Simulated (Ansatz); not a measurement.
WSi2 (P6_222) from a database of computed structures was relaxed with 4 functionals in the plane-wave code Ansatz, cell and atoms free, the symmetry of the start kept (meshes: PBE 6×6×4, r2SCAN 6×6×4, PBEsol 6×6×4, LDA 6×6×4). No spin polarisation and no zero-point or thermal motion.

The LDA result:
```cif
data_structure
_symmetry_space_group_name_H-M 'P6_222'
_symmetry_Int_Tables_number 180
_cell_length_a 4.5511
_cell_length_b 4.5511
_cell_length_c 6.5661
_cell_angle_alpha 90.000
_cell_angle_beta 90.000
_cell_angle_gamma 120.000
_cell_volume 117.78
loop_
_atom_site_label
_atom_site_type_symbol
_atom_site_symmetry_multiplicity
_atom_site_Wyckoff_symbol
_atom_site_fract_x
_atom_site_fract_y
_atom_site_fract_z
_atom_site_occupancy
Si1 Si 6 j 0.83614 0.67227 0.50000 1
W1 W 3 d 0.00000 0.50000 0.16667 1
```

It is hexagonal, P6_222 (No. 180); conventional cell a = 4.551 Å, c = 6.566 Å, 13.09 Å³ an atom. Si has 5 Si at 2.54–2.65 Å and 5 W at 2.56–2.65 Å; W has 10 Si at 2.56–2.65 Å.

Question: What lattice does PBE give?

Answer: a = 4.614 Å, c = 6.646 Å; the volume differs by +4.0 % from LDA's. Around Si lie 5 Si at 2.57–2.69 Å and 5 W at 2.59–2.69 Å; around W lie 10 Si at 2.59–2.69 Å.

Question: What lattice does r2SCAN give?

Answer: a = 4.579 Å, c = 6.610 Å; the volume differs by +1.9 % from LDA's. Si has 5 Si at 2.56–2.67 Å and 5 W at 2.58–2.67 Å; W has 10 Si at 2.58–2.67 Å.

Question: Held at the r2SCAN cell, what mean stress do LDA and PBE find, and does its sign point to their own minimum?

Answer: Yes. LDA -4.46 GPa, and its relaxed volume is -1.9 % from r2SCAN's; PBE +4.72 GPa, and its relaxed volume is +2.1 % from r2SCAN's. Compression counts positive, so a positive stress asks for a larger cell.
